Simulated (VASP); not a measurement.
Write an ASE script for VASP 6.6.1 that does the following.

- Task: density of states
- Functional: PBE
- Potentials or basis: VASP PAW PBE potentials, release 64 (Te, Sn_d)
- Cutoff: 520 eV
- k mesh: 5 × 5 × 5
- Occupations: gaussian, width 0.05 eV
- Spin: non-collinear spin, program default start, spin-orbit coupling
- Further INCAR settings: ADDGRID = .TRUE.; ALGO = Fast; EDIFF = 1.00e-06

The system is SnTe.

```
Te Sn
1.0
     0.00000    3.19231    3.19231
     3.19231    0.00000    3.19231
     3.19231    3.19231    0.00000
Te Sn
1 1
Direct
  0.50000 0.50000 0.50000
  0.00000 0.00000 0.00000
```

The cell isn't the ideal one: volume scaled by 1.04.

The input as run:

run.py

```python
from ase.calculators.vasp import Vasp
from ase.dft.dos import DOS
from ase.spacegroup import crystal

atoms = crystal(
    ['Te', 'Sn'],
    basis=[[0.5, 0.0, 0.0], [0.0, 0.0, 0.0]],
    spacegroup=225,
    setting=1,
    cellpar=[6.38462661, 6.38462661, 6.38462661, 90.0, 90.0, 90.0],
    primitive_cell=True,
)
calc = Vasp(
    directory='calc',
    xc='pbe',
    pp='PBE',
    setups='recommended',
    prec='Accurate',
    encut=520,
    ediff=1e-06,
    ismear=0,
    sigma=0.05,
    lreal=False,
    lasph=True,
    nelm=60,
    algo='Fast',
    isif=2,
    lwave=False,
    lcharg=False,
    lnoncollinear=True,
    lorbit=10,
    lsorbit=True,
    gga_compat=False,
    addgrid=True,
    kpts=[5, 5, 5],
    gamma=True,
)
atoms.calc = calc

print('energy (eV):', atoms.get_potential_energy())
print('free energy (eV):', atoms.get_potential_energy(force_consistent=True))
print('forces (eV/A):')
print(atoms.get_forces())
print('stress (eV/A^3, Voigt):', atoms.get_stress())
print('Fermi level (eV):', calc.get_fermi_level())
dos = DOS(calc, width=0.2, window=(-10, 10), npts=301)
print('E - E_F (eV), DOS (1/eV)')
for e, g in zip(dos.get_energies(), dos.get_dos()):
    print(f'{e:8.3f} {g:10.4f}')
```

Potentials or basis: VASP PAW PBE potentials, release 64 (Te, Sn_d).

Launch:

```console
$ python run.py
```

Results of the run:

* Pressure: 0.5 GPa
* Net moment: 0.00 μB per cell
* Valence electrons inside the program's atomic spheres: Te 3.37; Sn 12.06

Caveat: this odd mesh misses L, where the gap lies, so gap, dielectric constants and Born charges aren't listed.

Run time: 4.1 min on 1 thread of Intel(R) Xeon(R) Platinum 8488C (Sapphire Rapids), on a shared host, peak memory 0.58 GiB.
